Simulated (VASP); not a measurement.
A run of VASP 6.6.1 is set up as follows.

The input run.py:

```python
from ase.calculators.vasp import Vasp
from ase.dft.bandgap import bandgap
from ase.spacegroup import crystal

atoms = crystal(
    ['Ti', 'Al'],
    basis=[[0.0, 0.0, 0.0], [0.5, 0.5, 0.5]],
    spacegroup=221,
    setting=1,
    cellpar=[3.179064, 3.179064, 3.179064, 90.0, 90.0, 90.0],
    primitive_cell=True,
)
calc = Vasp(
    directory='calc',
    xc='rpbe',
    pp='PBE',
    setups='recommended',
    prec='Accurate',
    encut=520,
    ediff=1e-06,
    ismear=0,
    sigma=0.02,
    lreal=False,
    lasph=True,
    nelm=80,
    algo='Normal',
    isif=2,
    lwave=False,
    lcharg=True,
    lelf=True,
    lvhar=True,
    kpts=[8, 8, 8],
    gamma=True,
)
atoms.calc = calc

print('energy (eV):', atoms.get_potential_energy())
print('free energy (eV):', atoms.get_potential_energy(force_consistent=True))
print('forces (eV/A):')
print(atoms.get_forces())
print('stress (eV/A^3, Voigt):', atoms.get_stress())
print('Fermi level (eV):', calc.get_fermi_level())
gap, top, bottom = bandgap(calc)
print('band gap (eV):', gap, 'from (spin, k, band)', top, 'to', bottom)
```

Potentials or basis: VASP PAW PBE potentials, release 64 (Ti_sv, Al).

Run with:

```sh
$ python run.py
```

**Question.** What does it give for the band gap on the k mesh?

**Answer.** None (metal or under the smearing width).

**Question.** What does it give for the pressure?

**Answer.** 3.3 GPa.

Caveat: the PAW data sets were made with another functional, which shifts forces and pressure a little.
